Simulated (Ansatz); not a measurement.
## AlRu (Pm-3m), zone-centre modes

All numbers below come from Ansatz 0.2.0, DFT PBEsol, scalar-relativistic, plane waves, PAW. Settings: plane waves to 420 eV, k-mesh 18×18×18 (Γ-centred), Gaussian smearing 0.15 eV. No spin polarisation.

Zero of the scan (relaxed at this level; it needn't be the usual structure):

```
CELL_PARAMETERS angstrom
-2.97641 0.00000 -2.97641
0.00000 -2.97641 -2.97641
-2.97641 -2.97641 0.00000
ATOMIC_POSITIONS crystal
Al 0.00000 0.00000 0.00000
Al 0.50000 0.50000 0.50000
Ru 0.25000 0.25000 0.25000
Ru 0.75000 0.75000 0.75000
```

Harmonic modes by finite displacements of 0.02 Å, without the LO–TO term. The cell doubles the primitive one, so its zone centre also holds the primitive cell's point q = (1/2, 1/2, 1/2).

Q: At this geometry, is the structure stable against these modes?

A: Yes: no mode is imaginary beyond 10 cm⁻¹, and only the three translations lie near zero.

Q: List the wavenumbers in cm⁻¹.

A: 0, 0, 0, 188, 188, 188, 321, 321, 321, 344, 344, 344.

Cost: 1 run of about 1.5 core-minutes, on Intel Xeon Platinum 8259CL (Skylake/Cascade Lake) (shared hosts).